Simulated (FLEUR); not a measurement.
The system is BN.

```
N B
1.0
     2.49824    0.00000    0.00000
    -1.24912    2.16354    0.00000
     0.00000    0.00000    6.63570
N B
2 2
Cartesian
  1.2491 0.7212 1.6589
  0.0000 1.4424 4.9768
  1.2491 0.7212 4.9768
  0.0000 1.4424 1.6589
```

Base run:

| Quantity | Value |
| --- | --- |
| Program | FLEUR MaX-R8.1 (later development tree) |
| Functional | PBEsol |
| Potentials or basis | all-electron |
| Basis | FLAPW |
| Kmax | 5.71 1/bohr |
| k mesh | 12 × 12 × 4 |
| Occupations | fermi-dirac, width 0.05 eV |
| Spin | no spin polarisation |

Its results: band gap on the k mesh 4.18 eV, indirect (least direct gap 4.60 eV).

The run is repeated on the same cell with these changes: functional from PBEsol to RPBE. What comes out?

Band gap on the k mesh 4.54 eV, indirect (least direct gap 4.84 eV).

A k mesh can miss the band edges.

Not every run made on this cell is shown here.
